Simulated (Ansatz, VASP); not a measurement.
Two plane-wave programs on Au

```
Au
1.0
     2.88607    0.00000    0.00000
     0.00000    2.88607    0.00000
     0.00000    0.00000    2.88607
Au
1
Direct
  0.00000 0.00000 0.00000
```

Alike in both runs: task single point; functional RPBE; k mesh 13 × 13 × 13; occupations fermi-dirac, width 0.1 eV; no spin polarisation.

|  | VASP | Ansatz |
| --- | --- | --- |
| version | VASP 6.6.1 | Ansatz 0.2.0 |
| potentials or method | VASP PAW PBE potentials, release 64 (Au) | plane waves (420 eV) with PAW, scalar-relativistic |
| plane-wave cutoff (eV) | 520 | 420 |
| valence electrons in the cell | 11 | 19 |

Ansatz gave:

* pressure (GPa): -7.2

Task: What did VASP give for the same quantities?

Result: Pressure (GPa): -7.3.

The two sets of potentials don't hold the same shells in valence.

Caveats: the PAW data sets were made with another functional, which shifts forces and pressure a little (VASP). The runs have no spin-orbit coupling, so splittings on Au are missing.
